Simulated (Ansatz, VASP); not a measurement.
LiH: VASP beside Ansatz

```
Li H
1.0
     0.00000    2.02283    2.02283
     2.02283    0.00000    2.02283
     2.02283    2.02283    0.00000
Li H
1 1
Direct
  0.00000 0.00000 0.00000
  0.50000 0.50000 0.50000
```

Alike in both runs: task single point; functional r2SCAN; k mesh 10 × 10 × 10; no spin polarisation.

|  | VASP | Ansatz |
| --- | --- | --- |
| version | VASP 6.6.1 | Ansatz 0.2.0 |
| potentials or method | VASP PAW PBE potentials, release 64 (Li_sv, H) | plane waves, PAW |
| plane-wave cutoff (eV) | 520 | 500 |
| occupations | gaussian, width 0.01 eV | fixed |
| valence electrons in the cell | 4 | 4 |

Ansatz gave:

| Item | Value |
| --- | --- |
| gap on the k mesh at the Fermi level (eV) | 3.65 |

Q: Which values does VASP return?

A: gap on the k mesh at the Fermi level (eV): 3.60.

 A k mesh can miss the band edges. r2SCAN opens gaps a little over a GGA but as a rule still falls short of measured ones.
